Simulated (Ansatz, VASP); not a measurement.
## ZnS in VASP and in Ansatz

```
CELL_PARAMETERS angstrom
0.00000 2.93819 2.29179
2.93819 0.00000 2.29179
2.93819 2.93819 0.00000
ATOMIC_POSITIONS crystal
Zn 0.00000 0.00000 0.00000
S 0.75000 0.75000 0.75000
```

Alike in both runs: task single point; functional PBEsol; k mesh 10 × 10 × 10; occupations gaussian, width 0.05 eV; no spin polarisation.

|  | VASP | Ansatz |
| --- | --- | --- |
| version | VASP 6.6.1 | Ansatz 0.2.0 |
| potentials or method | VASP PAW PBE potentials, release 64 (Zn, S) | scalar-relativistic, plane waves, PAW |
| plane-wave cutoff (eV) | 520 | 420 |
| valence electrons in the cell | 18 | 18 |

VASP gave:

* gap on the k mesh at the Fermi level (eV): 1.46
* least direct gap on the mesh (eV): 1.46
* pressure (GPa): -3.5
* largest component of the traceless stress (GPa): 4.70

**Question.** Which values does Ansatz return?

**Answer.** gap on the k mesh at the Fermi level (eV): 1.46; least direct gap on the mesh (eV): 1.46; pressure (GPa): -3.7; largest component of the traceless stress (GPa): 4.74.

With one functional, cell and mesh, what is left measures potentials, basis and numerics.

Caveats: the PAW data sets were made with another functional, which shifts forces and pressure a little (VASP). A hybrid or GW would open this gap; PBEsol tends to underestimate it.
